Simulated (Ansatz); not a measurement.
The system is HfN.

```
CELL_PARAMETERS angstrom
0.00000 2.25600 2.25600
2.25600 0.00000 2.25600
2.25600 2.25600 0.00000
ATOMIC_POSITIONS crystal
Hf 0.00000 0.00000 0.00000
N 0.50000 0.50000 0.50000
```

Program: Ansatz 0.2.0. Alike in all runs: potentials or basis Ansatz PAW; cell as given. Hardware: 2 threads of Arm Neoverse V1, on a shared host.

Question: Order these runs on this cell by their wall time, lowest first.
A. task band structure; level r2SCAN; spin SOC, no magnetisation; k mesh 7 × 7 × 7; cutoff (eV) 500; smearing fermi-dirac 0.05 eV; points for each segment of the path 14; mesh quality not flagged
B. task single point; level PBE0; spin SOC, no magnetisation; k mesh 4 × 4 × 4; cutoff (eV) 420; smearing fermi-dirac 0.05 eV; mesh quality coarse
C. task band structure; level r2SCAN; spin off; k mesh 10 × 10 × 10; cutoff (eV) 500; smearing fermi-dirac 0.05 eV; points for each segment of the path 14; mesh quality not flagged
D. task single point; level PBE; spin off; k mesh 10 × 10 × 10; cutoff (eV) 420; smearing gaussian 0.05 eV; mesh quality not flagged

Answer: D (1.1 s), C (4 s), A (24 s), B (75 s).

Caveats: some runs use coarse meshes.

Not every run made on this cell is shown here.
